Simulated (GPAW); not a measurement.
# Pb (Fm-3m) in GPAW: a series of runs

The runs below take Pb through band structure, with revPBE, MS2.

Everything below comes from runs of GPAW 26.7.0. Logs are shortened: lines on timing, memory, paths and dates and some standing lists are left out, and cuts for length are marked. The log counts tension as positive stress, the text compression.

## 1. The crystal as given

Symmetry: Fm-3m, No. 225, cubic system. The conventional cell has a = 4.950 Å, b = 4.950 Å, c = 4.950 Å, α = 90.00°, β = 90.00°, γ = 90.00°. Pb (site symmetry m-3m) is surrounded by 12 Pb at 3.50 Å.

## 2. Band structure, revPBE, spin-orbit coupling, no magnetisation

run.py

```python
import numpy as np
from ase.dft.bandgap import bandgap
from ase.io import write
from ase.spacegroup import crystal
from ase.units import GPa
from gpaw import GPAW, PW
from gpaw.spinorbit import soc_eigenstates

# Pb 4a
atoms = crystal(['Pb'],
                basis=[[0.0, 0.0, 0.0]],
                spacegroup=225, setting=1,  # Fm-3m
                cellpar=[4.95004, 4.95004, 4.95004, 90.0, 90.0, 90.0],
                primitive_cell=True)

calc = GPAW(mode=PW(600),
            xc='revPBE',
            kpts={'size': (9, 9, 9), 'gamma': True},
            occupations={'name': 'fermi-dirac', 'width': 0.05},
            nbands=14,
            convergence={'density': 1e-05, 'energy': 1e-05},
            maxiter=150,
            txt='gpaw.txt')
atoms.calc = calc
energy = atoms.get_potential_energy()
forces = atoms.get_forces()
stress = atoms.get_stress()
calc.write('gs.gpw')
write('result.traj', atoms)
print(f'Energy: {energy:.6f} eV')
print('Forces (eV/A):')
print(forces.round(4))
print('Stress (GPa):', (stress / GPa).round(3))
print('Fermi level:', round(calc.get_fermi_level(), 4), 'eV')
print(f'Gap: {bandgap(calc)[0]:.4f} eV, direct: {bandgap(calc, direct=True)[0]:.4f} eV')

path = atoms.cell.bandpath('GXWKGLUWLK,UX', npoints=100, eps=1e-4)
bs_calc = calc.fixed_density(kpts=path, symmetry='off', nbands=23,
                             convergence={'bands': 'CBM+6.0', 'eigenstates': 1e-6}, txt='bands.txt')
bs = bs_calc.band_structure()
bs.write('bs.json')
print(f'Gap on the path: {bandgap(bs_calc)[0]:.4f} eV')

soc = soc_eigenstates(bs_calc, theta=0, phi=0)
np.savetxt('soc_bands.dat', soc.eigenvalues(), fmt='%.4f')
mesh = soc_eigenstates('gs.gpw', theta=0, phi=0)
np.savetxt('soc_mesh.dat', mesh.eigenvalues(), fmt='%.4f')
print('Fermi level with spin-orbit coupling:', round(mesh.fermi_level, 4), 'eV')
```

Potentials or basis: the program's PAW data sets (release 1.2.1) made for this functional, pw.

Started as:

```sh
OMP_NUM_THREADS=1 python run.py
```

gpaw.txt:

```text
__  _  _
 | _ |_)|_||  |
 |__||  | ||/\| - 26.7.0

Input parameters:
  mode=PW(ecut=600.0),
  convergence={'density': 1e-05, 'energy': 1e-05},
  kpts=MonkhorstPack(size=(9, 9, 9), gamma=True),
  maxiter=150,
  nbands=14,
  occupations=Occupations(name='fermi-dirac', width=0.05),
  xc=XC(name='revPBE')

Diagonalizing LCAO Hamiltonian
Converting LCAO to pw mode

       Pb

Atoms  # Å, Bohr magnetons
|   | symbol |        x |        y |        z |    initial magnetic moments |
|---|--------|----------|----------|----------|-----------------------------|
| 0 |     Pb | 0.000000 | 0.000000 | 0.000000 | ( 0.0000,  0.0000,  0.0000) |

Unit cell  # Å
| periodic |        x |        y |        z |  lengths |    angles |
|----------|----------|----------|----------|----------|-----------|
|      yes | 0.000000 | 2.475020 | 2.475020 | 3.500207 | 60.000000 |
|      yes | 2.475020 | 0.000000 | 2.475020 | 3.500207 | 60.000000 |
|      yes | 2.475020 | 2.475020 | 0.000000 | 3.500207 | 60.000000 |

Number of symmetries: 48
Symmetry operations  # r_c * U_cc + t_c -> r_c
|    | kind |            matrix            |
|----|------|------------------------------|
|  0 |  σ   |  1, 0, 0,  1, 0,-1,  1,-1, 0 |
|  1 |  C2  |  1, 0, 0,  1,-1, 0,  1, 0,-1 |
|  2 |  E   |  1, 0, 0,  0, 1, 0,  0, 0, 1 |
|  3 |  σ   |  1, 0, 0,  0, 0, 1,  0, 1, 0 |
|  4 |  C4  |  1, 0,-1,  1, 0, 0,  1,-1, 0 |
|  5 |  S6  |  1, 0,-1,  1,-1, 0,  1, 0, 0 |
|  6 |  σ   |  1, 0,-1,  0, 1,-1,  0, 0,-1 |
|  7 |  C3  |  1, 0,-1,  0, 0,-1,  0, 1,-1 |
|  8 |  S6  |  1,-1, 0,  1, 0, 0,  1, 0,-1 |
|  9 |  C4  |  1,-1, 0,  1, 0,-1,  1, 0, 0 |
| 10 |  C3  |  1,-1, 0,  0,-1, 1,  0,-1, 0 |
| 11 |  σ   |  1,-1, 0,  0,-1, 0,  0,-1, 1 |
| 12 |  σ   |  0, 1, 0,  1, 0, 0,  0, 0, 1 |
| 13 |  C4  |  0, 1, 0,  0, 1,-1, -1, 1, 0 |
| 14 |  C3  |  0, 1, 0,  0, 0, 1,  1, 0, 0 |
| 15 |  S6  |  0, 1, 0, -1, 1, 0,  0, 1,-1 |
| 16 |  C2  |  0, 1,-1,  1, 0,-1,  0, 0,-1 |
| 17 |  σ   |  0, 1,-1,  0, 1, 0, -1, 1, 0 |
| 18 |  S4  |  0, 1,-1,  0, 0,-1,  1, 0,-1 |
| 19 |  C4  |  0, 1,-1, -1, 1, 0,  0, 1, 0 |
| 20 |  C3  |  0, 0, 1,  1, 0, 0,  0, 1, 0 |
| 21 |  σ   |  0, 0, 1,  0, 1, 0,  1, 0, 0 |
| 22 |  S6  |  0, 0, 1,  0,-1, 1, -1, 0, 1 |
| 23 |  C4  |  0, 0, 1, -1, 0, 1,  0,-1, 1 |
| 24 |  S4  |  0, 0,-1,  1, 0,-1,  0, 1,-1 |
| 25 |  C3  |  0, 0,-1,  0, 1,-1,  1, 0,-1 |
| 26 |  C2  |  0, 0,-1,  0,-1, 0, -1, 0, 0 |
| 27 |  S6  |  0, 0,-1, -1, 0, 0,  0,-1, 0 |
| 28 |  S4  |  0,-1, 1,  1,-1, 0,  0,-1, 0 |
| 29 |  C4  |  0,-1, 1,  0, 0, 1, -1, 0, 1 |
| 30 |  C2  |  0,-1, 1,  0,-1, 0,  1,-1, 0 |
| 31 |  σ   |  0,-1, 1, -1, 0, 1,  0, 0, 1 |
| 32 |  C3  |  0,-1, 0,  1,-1, 0,  0,-1, 1 |
| 33 |  S6  |  0,-1, 0,  0, 0,-1, -1, 0, 0 |
| 34 |  S4  |  0,-1, 0,  0,-1, 1,  1,-1, 0 |
| 35 |  C2  |  0,-1, 0, -1, 0, 0,  0, 0,-1 |
| 36 |  C2  | -1, 1, 0,  0, 1, 0,  0, 1,-1 |
| 37 |  S6  | -1, 1, 0,  0, 1,-1,  0, 1, 0 |
| 38 |  S4  | -1, 1, 0, -1, 0, 1, -1, 0, 0 |
| 39 |  C3  | -1, 1, 0, -1, 0, 0, -1, 0, 1 |
| 40 |  S6  | -1, 0, 1,  0, 0, 1,  0,-1, 1 |
| 41 |  C2  | -1, 0, 1,  0,-1, 1,  0, 0, 1 |
| 42 |  C3  | -1, 0, 1, -1, 1, 0, -1, 0, 0 |
| 43 |  S4  | -1, 0, 1, -1, 0, 0, -1, 1, 0 |
| 44 |  C2  | -1, 0, 0,  0, 0,-1,  0,-1, 0 |
| 45 |  i   | -1, 0, 0,  0,-1, 0,  0, 0,-1 |
| 46 |  σ   | -1, 0, 0, -1, 1, 0, -1, 0, 1 |
| 47 |  C2  | -1, 0, 0, -1, 0, 1, -1, 1, 0 |

BZ-sampling:
  Number of BZ points: 729
  Number of IBZ points: 35

  Monkhorst-Pack size: [9, 9, 9]
  Monkhorst-Pack shift: [0, 0, 0]

K-points  # in reciprocal-cell coordinates
|     |                                coordinates |     weight |
|-----|--------------------------------------------|------------|
|   0 | (  0.00000000,   0.00000000,   0.00000000) | 0.00137174 |
|   1 | (  0.11111111,   0.11111111,   0.00000000) | 0.00823045 |
|   2 | (  0.11111111,   0.11111111,   0.11111111) | 0.01097394 |
|   3 | (  0.22222222,   0.11111111,   0.11111111) | 0.01646091 |
|   4 | (  0.22222222,   0.22222222,   0.00000000) | 0.00823045 |
|   5 | (  0.22222222,   0.22222222,   0.11111111) | 0.03292181 |
|   6 | (  0.22222222,   0.22222222,   0.22222222) | 0.01097394 |
|   7 | (  0.33333333,   0.22222222,   0.11111111) | 0.03292181 |
|   8 | (  0.33333333,   0.22222222,   0.22222222) | 0.03292181 |
|   9 | (  0.33333333,   0.33333333,  -0.33333333) | 0.01646091 |
| ... |                                            |            |
|  34 | (  0.44444444,   0.44444444,   0.44444444) | 0.01097394 |

Plane wave coefficients: 1022
Cutoff: 600.0 eV

Spin-components: 1 (collinear spins)
Bands:           14
Projectors:      6
Spin-degeneracy: 2
Datatype:        complex128

Parallelization:
  kpt:    1
  domain: 1
  band:   1

Density:
  Valence electrons: 14.0
  Components: 1
  Grid points: [20 20 20]
  Charge: 0.0  # |e|

Potential:
  Grid points: [20 20 20]

species:
  Pb:
    name:    Lead
    Z:       82.0
    valence: 14
    core:    68
    charge:  0.0  # [|e|]
    compensation charges:
      type: gauss
      rc: 0.38  # [Å]
      lmax: 2
    cutoffs:
      filter: 2.36  # [Å]
      core: 2.43  # [Å]
    projectors
    | kind |    occ | energy [eV] | rcut [Å] |
    |------|--------|-------------|----------|
    |   6s |  2.000 |     -11.901 |    1.259 |
    |   6p |  2.000 |      -3.435 |    1.275 |
    |   5d | 10.000 |     -21.184 |    1.217 |
    |    s |        |      15.310 |    1.259 |
    |    p |        |      23.776 |    1.275 |
    |    d |        |       6.028 |    1.217 |

    Using partial waves for Pb as LCAO basis

Reference energy: -567285.583027  # eV

eigensolver:
  PPCG
  Converge bands: occupied
  niter=2

density mixing:
  MSR1-Mixer
  Pratt-step length: 0.05
  Maximum mixing coefficient: 0.75
  Old densities: 10
  SVD Regularization: 0.005
  Good broyden scale: 1.0
  Trust region scale: 1.0
  Backstep threshold: 4.0
  History deletion threshold: 6.0
  Fourier metric: weight=20.0, sigma=0.015

occupation numbers:
  Fermi-Dirac:
    width: 0.0500  # eV

poisson solver:
  ecut: 4800.0  # eV

xc functional:
  name: revPBE with 2 nearest neighbor stencil

convergence criteria:
- Maximum integral of absolute [dens]ity change: 1e-05 electrons / valence electron
- Maximum [total energy] change in last 3 cyles: 1e-05 eV / valence electron
- Maximum integral of absolute [eigenst]ate change: 4e-08 eV^2 / valence electron
maximum number of iterations: 150

SCF iterations
|iter     | |      energy | eigst |  dens |
|---------|-|-------------|-------|-------|
|iter:   1| |   -3.502946 | -0.30 |       |
|iter:   2| |   -3.502703 | -2.28 | -1.78 |
|iter:   3| |   -3.491271 | -2.49 | -1.81 |
|iter:   4| |   -3.491478 | -3.45 | -2.32 |
|iter:   5| |   -3.491613 | -4.19 | -2.76 |
|iter:   6| |   -3.491616c| -6.09 | -3.83 |
|iter:   7| |   -3.491617c| -6.66 | -4.28 |
|iter:   8| |   -3.491617c| -7.88c| -5.11c|

Converged in 8 steps
Energy contributions relative to reference atoms: (reference = -567285.583027)

Energy contributions:
  Kinetic:          10.074425
  Coulomb:          -9.976788
  Zero:             -0.002590
  External:          0.000000
  Xc:               -3.585105
  Entropy:          -0.003118
  Spinorbit:         0.000000
  ----------------------------
  Free energy:      -3.493176
  Extrapolated:     -3.491617

dipole moment: (-20.889097, -20.889097, -20.889097)  # |e|*Ang

Fermi level: 7.553
Eigenvalues  # (at kpt = [0.000, 0.000, 0.000])
| band index |      eig [eV] | occ [0-2] |
|------------|---------------|-----------|
|          0 |        -9.406 |     2.000 |
|          1 |        -9.406 |     2.000 |
|          2 |        -9.406 |     2.000 |
|          3 |        -9.267 |     2.000 |
|          4 |        -9.267 |     2.000 |
|          5 |        -3.982 |     2.000 |
|          6 |        15.114 |     0.000 |
|          7 |        15.114 |     0.000 |
|          8 |        15.114 |     0.000 |
|          9 |        17.517 |     0.000 |
|         10 |        19.115 |     0.000 |
|         11 |        20.170 |     0.000 |
|         12 |        20.170 |     0.000 |
|         13 |        20.170 |     0.000 |

No gap
No difference between direct/indirect transitions

Forces  # eV/Ang
|       x |        y |        z |
|---------|----------|----------|
| 0.00000 | -0.00000 | -0.00000 |  # Pb   0

Stress tensor  # eV/Ang^3
|         x |         y |         z |
|-----------|-----------|-----------|
| -0.019749 | -0.000000 | -0.000000 |
| -0.000000 | -0.019749 | -0.000000 |
| -0.000000 | -0.000000 | -0.019749 |

# Writing to gs.gpw (mode='')
```

bands.txt:

```text
Diagonalizing LCAO Hamiltonian
Converting LCAO to pw mode
convergence criteria:
- Maximum integral of absolute [eigenst]ate change: 1e-06 eV^2 / valence electron
maximum number of iterations: 150

SCF iterations
|iter     | |      energy | eigst |  dens |
|---------|-|-------------|-------|-------|
|iter:   1| |             | -0.07 |       |
[... 105 lines left out ...]
         [0.375     , 0.375     , 0.75      ],
         [0.625     , 0.25      , 0.625     ],
         [0.60416667, 0.20833333, 0.60416667],
         [0.58333333, 0.16666667, 0.58333333],
         [0.5625    , 0.125     , 0.5625    ],
         [0.54166667, 0.08333333, 0.54166667],
         [0.52083333, 0.04166667, 0.52083333],
         [0.5       , 0.        , 0.5       ]])),
  maxiter=150,
  nbands=23,
  occupations=Occupations(name='fermi-dirac', width=0.05),
  symmetry=Symmetry(point_group=False, time_reversal=False),
  xc=XC(name='revPBE')
```

Run time: 22 s. Hardware: 1 thread of Intel Xeon Platinum 8488C (Sapphire Rapids), shared host; peak memory 0.24 GiB.

What came out:

```
Free energy             : -3.4932 eV
Pressure                : 3.2 GPa
Band gap along the path : none (metal or under the smearing width)
```

Levels at the corners of the path, in eV from the Fermi level:
```
point  band 12  band 13  band 14  band 15  band 16  band 17
    Γ   -11.60     4.57     4.57     8.81     8.81     8.81
    X    -6.52    -3.48    -3.48     1.42     1.42     2.94
    W    -6.41    -2.31    -2.30    -0.72    -0.72     0.55
    K    -6.60    -2.71    -2.71    -0.98    -0.98     3.13
    Γ   -11.60     4.57     4.57     8.81     8.81     8.81
    L    -7.94    -4.31    -4.31     4.35     4.35     6.82
    U    -6.60    -2.70    -2.70    -0.98    -0.98     3.14
    W    -6.41    -2.31    -2.30    -0.72    -0.72     0.55
    L    -7.94    -4.31    -4.31     4.35     4.35     6.82
    K    -6.60    -2.71    -2.71    -0.98    -0.98     3.13
    U    -6.60    -2.70    -2.70    -0.98    -0.98     3.14
    X    -6.52    -3.48    -3.48     1.42     1.42     2.94
```

Caveat: spin-orbit coupling was added after a scalar SCF, so levels and gaps hold it while energy, forces, pressure and moments don't; this program's spin-orbit splittings come out too wide for heavy elements.

[end of part 1 of 2]
